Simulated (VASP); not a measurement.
Here is a VASP 6.6.1 calculation.

Contents of INCAR:

```
SYSTEM = B
PREC = Accurate ; ENCUT = 520
EDIFF = 1E-6 ; ISMEAR = -1
SIGMA = 0.1 ; LREAL = .FALSE.
LASPH = .TRUE. ; NELM = 80
ALGO = Normal ; ISIF = 2
LWAVE = .FALSE. ; LCHARG = .TRUE.
GGA = B5 ; ALDAX = 1.0
AGGAX = 1.0 ; AGGAC = 1.0
ALDAC = 0.0 ; LELF = .TRUE.
LVHAR = .TRUE. ; NBANDS = 14
```

File KPOINTS:

```
Automatic mesh
0
G
  23 23 2
  0 0 0
```

File POSCAR:

```
B
1.0
    1.7396255966      0.0000000000      0.0000000000
   -0.8698127983      1.5065599597      0.0000000000
    0.0000000000      0.0000000000     21.5925087972
B
4
Direct
    0.0000000000      1.0000000000      0.0000000000
    0.0000000000      1.0000000000      0.5000000000
    0.3333333333      0.6666666667      0.2500000000
    0.6666666667      0.3333333333      0.7500000000
```

Potentials or basis: VASP PAW PBE potentials, release 64 (B).

Run with:

```bash
$ cat potpaw_PBE.64/B/POTCAR > POTCAR
$ mpirun -np 1 vasp_std > vasp.out
```

Q: Estimate the band gap on the k mesh.

A: None (metal or under the smearing width).

Q: Predict the pressure.

A: -5.3 GPa.

Stress tensor (GPa, compression positive):
```
-8.06  0.00  0.00
 0.00 -8.06  0.00
 0.00  0.00  0.07
```

Caveat: the PAW data sets were made with another functional, which shifts forces and pressure a little; this functional lacks dispersion, which binds the layers, so the pressure and a relaxed spacing across them are unreliable.
